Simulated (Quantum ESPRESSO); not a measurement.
## As under changes of volume

One of the cells (21.530 Å³/atom); the others are scaled copies at fixed shape and fractional positions:

```xyz
2
Lattice="1.8808 1.0859 3.5141 -1.8808 1.0859 3.5141 0.0000 -2.1718 3.5141" Properties=species:S:1:pos:R:3 pbc="T T T"
As    0.0000    0.0000    2.3825
As    0.0000    0.0000    8.1597
```

- Program: Quantum ESPRESSO 7.5
- Functional: PBE
- Potentials or basis: SSSP 1.3 efficiency PBE
- Cutoff: 748 eV
- Density cutoff: 5987 eV
- k mesh: 9 × 9 × 9
- Occupations: fermi-dirac, width 0.05 eV
- Spin: no spin polarisation

```tsv
volume (Å³/atom)	energy over the lowest point (meV/atom)	pressure (GPa)	largest force (eV/Å)
20.239	66.66	9.8	0.937
20.669	43.31	7.6	0.769
21.100	25.50	5.6	0.613
21.530	12.72	3.9	0.467
21.961	4.48	2.3	0.329
22.392	?	?	?
22.822	0.00	-0.5	0.079
```

Question: What does the run at 22.392 Å³/atom give?

Answer: Energy over the lowest point 0.37 meV/atom; pressure 0.8 GPa; largest force 0.201 eV/Å.

Worked out: A Birch-Murnaghan fit of order 3 (a polynomial in V^(-2/3)) to the other rows has its minimum at 22.65 Å³/atom with B0 = V·E''(V) = 69 GPa and B' = 4.2 at fixed shape and positions, which overstates the stiffness. It gives 0.37 meV/atom at 22.392 Å³/atom, against the run's 0.37, and -dE/dV = 0.8 GPa, against 0.8.

Energies are extrapolated to zero smearing.
